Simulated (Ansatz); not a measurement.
Phases of Cd at 18 GPa

Structure types of Cd are relaxed in primitive cells with their symmetry kept at 18 GPa, first on PAW files, then by LAPW. The enthalpy is E + pV at zero temperature, without zero-point motion. Only the types listed were tried, and differences under about 5 meV/atom are mesh noise.

All numbers are PBE results (scalar-relativistic) from Ansatz 0.2.0, with Fermi–Dirac smearing of 0.1 eV, no spin polarisation. Methods: LAPW: all electrons, basis error target 0.5 meV/atom; PAW: frozen-core files, cutoff 420 eV.

k meshes: fcc 16×16×16, bcc 16×16×16, hcp 15×15×8, beta tin 15×15×15, diamond 12×12×12, omega 8×8×11.

| start type | ends as | a, b, c (Å) | V (Å³/atom) | H − H(lowest), LAPW (meV/atom) |
| --- | --- | --- | --- | --- |
| fcc | fcc, Fm-3m | 4.179, 4.179, 4.179 | 18.25 | 18.9 |
| bcc | bcc, Im-3m | 3.329, 3.329, 3.329 | 18.44 | 94.8 |
| hcp | hcp, P6_3/mmc | 2.949, 2.949, 4.807 | 18.10 | 0.0 |
| beta tin | beta tin, I4_1/amd | 5.371, 5.371, 2.749 | 19.82 | ? |
| diamond | diamond, Fd-3m | 5.876, 5.876, 5.876 | 25.36 | 1376.6 |
| omega | omega, P6/mmm | 4.748, 4.748, 2.858 | 18.59 | ? |

Q: Fill in "H − H(lowest), LAPW (meV/atom)" for the row "beta tin".

A: 336.4.

Q: Give the missing entry: row "omega", column "H − H(lowest), LAPW (meV/atom)".

A: 121.2.

Q: Split the lead of hcp over fcc into energy and pV.

A: For fcc less hcp: ΔE = +1.8 meV/atom, and p·ΔV = 18 GPa × +0.1521 Å³ × 6.242 meV/(GPa·Å³) = +17.1 meV/atom, together 18.9 meV/atom. hcp wins on both counts.
